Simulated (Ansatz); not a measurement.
# La2O3 (P-3m1) in Ansatz: relaxation of cell and atoms with LDA

Aim: the relaxation of cell and atoms of La2O3 with LDA.

Program: Ansatz 0.2.0. These are calculated values, not measurements. Logs are shortened: lines on timing, memory, paths and dates and some standing lists are left out, and cuts for length are marked.

## 1. The crystal as given

The structure is trigonal, space group P-3m1 (No. 164). Conventional cell: a = 3.931 Å, b = 3.931 Å, c = 6.112 Å, α = 90.00°, β = 90.00°, γ = 120.00°. La (site symmetry 3m) has 4 O at 2.36 to 2.44 Å as nearest neighbours. O (site symmetry -3m) has 6 La at 2.72 Å as nearest neighbours. O (site symmetry 3m) has 4 La at 2.36 to 2.44 Å as nearest neighbours.

The cell is a database's computed one.

## 2. Relaxation of cell and atoms, LDA

input.yaml

```yaml
crystal:
  lattice:
    - [3.930777878, 0.0, 0.0]
    - [-1.965388939, 3.404153499, 0.0]
    - [0.0, 0.0, 6.11195352]
  atoms:
    - { symbol: La, position: [0.3333333333, 0.6666666667, 0.24623568] }
    - { symbol: La, position: [0.6666666667, 0.3333333333, 0.75376432] }
    - { symbol: O, position: [0.0, 0.0, 0.0] }
    - { symbol: O, position: [0.3333333333, 0.6666666667, 0.64589065] }
    - { symbol: O, position: [0.6666666667, 0.3333333333, 0.35410935] }
hamiltonian:
  xc: lda
  pseudopotentials: { kind: paw }
kpoints:
  mp_grid: { grid: [8, 8, 5] }
scf:
  occupations: { method: fermi_dirac, width: 0.05 }
output:
  forces: true
  stress: true
  eigenvalues: true
  write_density: true
  write_potential: true
  elf: true
  volumetric_format: npy
relax:
  f_tol: 0.01
  max_steps: 40
  cell: { stress_tol: 0.05 }
```

Potentials or basis: Ansatz PAW.

Started as:

```console
$ ansatz run input.yaml --threads 2 --pin off --max-ram 5632MiB --backend cpu --events-out ev --progress --plain --runs-dir out
```

Log:

```text
Warning: RAYON_NUM_THREADS=2 ignored (pool sized by the plan → 2); use --threads N
Engine: ansatz 0.2.0, aarch64-unknown-linux-gnu
Pseudopotentials: kind: paw
Pseudopotential: La, paw, valence charge 11, recommended cutoff 420 eV (normal), La.paw.azcp
Pseudopotential: O, paw, valence charge 6, recommended cutoff 420 eV (normal), O.paw.azcp
Functional definition: SPW92
  exchange = slater_x
  correlation = pw_c
Crystal: 5 atoms, lattice volume = 81.784 Å³
Basis set: ecut = 420 eV, 1641 PW (Γ)
Bands: 25, of which v1, the nominal top of the filled ones, is band 20 counted from 1 (19 counted from 0)
Symmetry: 12 space group operations
Space group: P-3m1 (ITA 164), of the structure as read, at distance tolerance 4.3e-5 Å
k-points: 40 of 320
Non-local potential: La, projectors of the file, l = 0: 3, l = 1: 2, l = 2: 2, l = 3: 3
Non-local potential: O, projectors of the file, l = 0: 2, l = 1: 2, l = 2: 1
PAW form: soft (Blöchl's): semilocal exchange-correlation on the pseudo side does not see the compensation charge
PAW frozen core: La, regenerated for the run's functional, and the local potential with it (the file was generated under x = pbe(κ = 0.804, μ = 0.2195149727645171), c = pbe(β = 0.06672455060314922))
PAW frozen core: O, regenerated for the run's functional, and the local potential with it (the file was generated under x = pbe(κ = 0.804, μ = 0.2195149727645171), c = pbe(β = 0.06672455060314922))
PAW one-centre angular grid: La, 590 points (default); XC on 64 Gauss nodes
PAW one-centre angular grid: O, 110 points (default); XC on 64 Gauss nodes
Initial density: superposition of atomic densities (neutral atoms: chi_scale 0, normalization atom), corrected by the library's trained network
Initial wavefunctions: pseudopotential atomic-orbital guess
Functional: x = slater, c = lda
SCF iter   1: F=—  HF=-13827.929799 eV  |F-HF|=—  |Δ(HF+E_count)|=         —  Δρ=1.60e-2  dr2=2.10e-1  ethr=1.77e-3  ⟨swp⟩=5.5  Hψ=4677  notcnv=0
preconditioner: auto → Resta (q_TF=auto, 2.422 Å⁻¹)  ε∞=5.1  [insulator: Δε(μ)=3.579 eV  Ē_g=12.184 eV  σ=0.050 eV  W_gap=1.00  n_scr=22 (ndim 8)  ℏωp=24.6 eV  f_vac=0.023  D(μ)=0.00/eV (n_scr^D=0)  ε∞_Penn≈5.1]
SCF iter   2: F=—  HF=-13827.892371 eV  |F-HF|=—  |Δ(HF+E_count)|=   3.74e-2  Δρ=7.22e-3  dr2=2.59e-2  ethr=5.24e-4  ⟨swp⟩=3.9  Hψ=2353  notcnv=0  defer=40
SCF iter   3: F=—  HF=-13827.886477 eV  |F-HF|=—  |Δ(HF+E_count)|=   5.89e-3  Δρ=2.10e-3  dr2=2.24e-3  ethr=6.48e-5  ⟨swp⟩=3.1  Hψ=1712  notcnv=0  defer=40
SCF iter   4: F=—  HF=-13827.886175 eV  |F-HF|=—  |Δ(HF+E_count)|=   3.02e-4  Δρ=1.14e-3  dr2=1.02e-3  ethr=5.61e-6  ⟨swp⟩=2.0  Hψ=1679  notcnv=0  defer=40
SCF iter   5: F=—  HF=-13827.885982 eV  |F-HF|=—  |Δ(HF+E_count)|=   1.93e-4  Δρ=1.73e-4  dr2=2.93e-5  ethr=2.56e-6  ⟨swp⟩=2.0  Hψ=1332  notcnv=0  defer=40
SCF iter   6: F=—  HF=-13827.885985 eV  |F-HF|=—  |Δ(HF+E_count)|=   3.69e-6  Δρ=5.70e-5  dr2=3.01e-6  ethr=7.33e-8  ⟨swp⟩=2.6  Hψ=1740  notcnv=0  defer=39
SCF iter   7: F=—  HF=-13827.885986 eV  |F-HF|=—  |Δ(HF+E_count)|=   4.42e-7  Δρ=1.15e-5  dr2=1.47e-7  ethr=7.52e-9  ⟨swp⟩=2.0  Hψ=1320  notcnv=0  defer=39
SCF iter   8: F=-13827.885986 eV  HF=-13827.885986 eV  |F-HF|=2.03e-9  |Δ(HF+E_count)|=   5.36e-8  Δρ=2.63e-6  dr2=6.99e-9  ethr=2.50e-10  ⟨swp⟩=17.6  Hψ=7848  notcnv=0
[... 91 lines left out ...]
SCF converged after 5 iterations
Free energy (F): -13827.966469 eV
Harris-Foulkes:  -13827.966469 eV  (|F-HF|=3.64e-12)
Internal energy: -13827.966469 eV  (E = F + TS)
E sigma→0 (E₀):  -13827.966469 eV
Fermi energy:    11.959832 eV
--- Per-component energies (eV) ---
  E_band       = 10.292637
  E_kinetic    = 913.245611
  E_local      = -1474.789108  (includes V_loc(G=0)·N_el)
  E_nonlocal   = 350.272511
  E_hartree    = 523.877389
  E_xc         = -498.487945
  E_vxc        = -580.058545  (∫ρ·V_xc dr)
  E_paw        = -10930.533211  (= ΣΔE_a)
  E_vpaw       = -246.139975  (= ΣTr[D̂ρ^β])
  E_aug_tail   = 0.007409  (compensation charges beyond the density's cutoff)
  E_ewald      = -2712.495322
  E_core_change = 0.936197  (= ΣΔE_core)
  E_smearing   = -0.000000  (= −TS)
  E_closure    = 0.000000  (closes the sum)
  Σ components = -13827.966469   (vs F -13827.966469, Δ=0.00e0)
--- Forces (eV/Å), atoms counted from 1 ---
  atom   1  La     0.00000000     0.00000000    -0.00116043
  atom   2  La    -0.00000000    -0.00000000     0.00116043
  atom   3  O     -0.00000000     0.00000000     0.00000000
  atom   4  O     -0.00000000     0.00000000     0.00146615
  atom   5  O      0.00000000    -0.00000000    -0.00146615
  max |Σ_I F_I| component: 1.71e-17 eV/Å
--- Stress (GPa, compression-positive) ---
       -0.006892       0.000000       0.000000
        0.000000      -0.006892       0.000000
       -0.000000       0.000000      -0.019395
  P = ⅓ Tr σ = -0.0111 GPa (-0.111 kbar)
--- Band table (eV; the first three rows and the last of 40) ---
  k-point 0: bands = ["-19.5860", "-19.2610", "-6.8843", "-5.4397", "-5.0205", "-2.9939", "-2.9939", "-2.6927", "-2.6927", "-2.5388", "-1.7555", "7.4257", "7.4257", "7.7324", "7.7324", "7.9018", "8.2110", "9.5682", "9.5682", "9.8547", "14.3276", "14.5615", "14.5615", "15.4074", "15.5402"]
  k-point 1: bands = ["-19.5565", "-19.2935", "-6.8052", "-5.4423", "-5.1541", "-2.9680", "-2.9680", "-2.7197", "-2.7197", "-2.4624", "-1.7431", "7.2618", "7.2618", "7.5486", "7.8811", "7.8811", "8.5591", "9.6099", "9.6099", "9.6294", "14.4337", "14.6256", "14.6256", "15.3959", "15.5196"]
  k-point 2: bands = ["-19.4783", "-19.3763", "-6.6456", "-5.5389", "-5.2961", "-2.9053", "-2.9053", "-2.7841", "-2.7841", "-2.3564", "-1.7194", "7.1065", "7.1065", "7.2913", "8.0048", "8.0048", "8.8595", "9.2233", "9.6877", "9.6877", "14.6722", "14.7244", "14.7244", "15.2054", "15.5450"]
  k-point 39: bands = ["-19.2528", "-19.2384", "-7.3015", "-7.1982", "-5.6289", "-3.5989", "-3.0836", "-2.9763", "-2.4973", "-1.3667", "-1.1695", "7.3847", "7.8201", "8.2504", "8.4616", "8.7212", "9.3559", "9.5017", "9.8583", "9.9078", "14.2453", "14.8095", "15.0913", "15.1276", "15.3958"]
--- Relaxed structure (6 steps of the walk, 5 accepted, 2 SCFs on fresh bases) ---
  F+E_penalty+E_count = -13827.96646916 eV   max|allowed force component| = 1.466e-3 eV/Å   (the final SCF, on the basis selected at the relaxed cell)
  cell:  # Å, volume = 77.7009 Å³
    - [3.882633716253496, 2.3181553494991717e-33, -1.938251649746274e-17]
    - [-1.941316858126748, 3.3624594318655094, 9.691258248731368e-18]
    - [-3.013781078697989e-17, -3.265511637926562e-33, 5.951723828718411]
  atoms:
    - { symbol: La, position: [0.3333333333333333, 0.6666666666666666, 0.2440049268138997] }
    - { symbol: La, position: [0.6666666666666666, 0.3333333333333333, 0.7559950731861005] }
    - { symbol: O, position: [-5.545841791606397e-35, 4.148161515555541e-35, 7.418412301374843e-68] }
    - { symbol: O, position: [0.3333333333333333, 0.6666666666666666, 0.6465213422615871] }
    - { symbol: O, position: [0.6666666666666666, 0.3333333333333333, 0.353478657738413] }
```

rho_z.tsv:

```text
# z_ang	rho[e/angstrom^3]
# format = ansatz-planar-average/11
# lattice	3.882633716	0.000000000	-0.000000000
# lattice	-1.941316858	3.362459432	0.000000000
# lattice	-0.000000000	-0.000000000	5.951723829
# sites	5
# site	57	-0.000000000	2.241639621	1.452249937
# site	57	1.941316858	1.120819811	4.499473891
# site	8	-0.000000000	0.000000000	0.000000000
# site	8	-0.000000000	2.241639621	3.847916479
# site	8	1.941316858	1.120819811	2.103807350
0.000000	5.889000e-1
0.148793	5.568894e-1
0.297586	4.766935e-1
0.446379	3.942812e-1
0.595172	3.574973e-1
0.743965	3.723687e-1
[... 32 lines left out ...]
5.654138	4.766935e-1
5.802931	5.568894e-1
```

v_z.tsv:

```text
# z_ang	v_es[eV]	v_tot[eV]
# format = ansatz-planar-average/11
# xc	lda
# density_cutoff_ev	1680
# datasets	La=:simpson_from_first_knot:soft:shift=-2456220	O=:simpson_from_first_knot:soft:shift=-566719
# lattice	3.882633716	0.000000000	-0.000000000
# lattice	-1.941316858	3.362459432	0.000000000
# lattice	-0.000000000	-0.000000000	5.951723829
# sites	5
# site	57	-0.000000000	2.241639621	1.452249937
# site	57	1.941316858	1.120819811	4.499473891
# site	8	-0.000000000	0.000000000	0.000000000
# site	8	-0.000000000	2.241639621	3.847916479
# site	8	1.941316858	1.120819811	2.103807350
0.000000	8.240455e0	-2.144240e0
0.148793	8.396176e0	-1.991706e0
0.297586	8.714264e0	-1.692872e0
0.446379	8.818982e0	-1.646527e0
0.595172	8.395488e0	-2.195656e0
0.743965	6.987772e0	-3.833743e0
[... 32 lines left out ...]
5.654138	8.714264e0	-1.692872e0
5.802931	8.396176e0	-1.991706e0
```

Run time: 49 s. Hardware: 2 threads of Arm Neoverse N1, shared host; peak memory 0.4 GiB.

What came out:

```
Free energy                            : -13827.9665 eV
Relaxed volume                         : 15.54 Å³/atom
Relaxed cell                           : a = 3.883 Å, b = 3.883 Å, c = 5.952 Å, α = 90.00°, β = 90.00°, γ = 120.00°
Space group after relaxing (to 0.05 Å) : P-3m1 (No. 164)
Energy gained by relaxing              : 16.1 meV/atom
Ionic steps                            : 7
Pressure after relaxing                : 0.0 GPa
Band gap on the k mesh                 : 3.80 eV, indirect (least direct gap 3.92 eV)
```

The path:
```tsv
step	energy change (eV)	largest force (eV/Å)	volume (Å³)
1	0.0000	0.1700	81.78
2	-0.0893	0.0491	78.27
3	-0.0919	0.0250	77.85
4	-0.0921	0.0056	77.86
5	-0.0803	0.0057	77.86
6	-0.0811	0.0015	77.70
7	-0.0805	0.0015	77.70
```

Final structure:
```yaml
crystal:
  lattice:
    - [3.88263, 0.00000, 0.00000]
    - [-1.94132, 3.36246, 0.00000]
    - [0.00000, 0.00000, 5.95172]
  atoms:
    - { symbol: La, position: [0.33333, 0.66667, 0.24400] }
    - { symbol: La, position: [0.66667, 0.33333, 0.75600] }
    - { symbol: O, position: [0.00000, 0.00000, 0.00000] }
    - { symbol: O, position: [0.33333, 0.66667, 0.64652] }
    - { symbol: O, position: [0.66667, 0.33333, 0.35348] }
```

Caveat: odd divisions of the mesh miss points on the zone boundary, where band edges often lie, so the gap on the mesh can be too wide; the plane-wave basis is chosen anew once the cell has moved, so the energies of steps on either side of that aren't comparable; the pressure holds a Pulay correction of +0.6 GPa for the finite cutoff; spin-orbit coupling is left out, which moves the levels of the heavy elements; the PAW data sets come from PBE, with cores solved anew for the run's functional, which leaves a small shift of forces and pressure. LDA gaps usually lie below the measured ones, often by a third to a half.
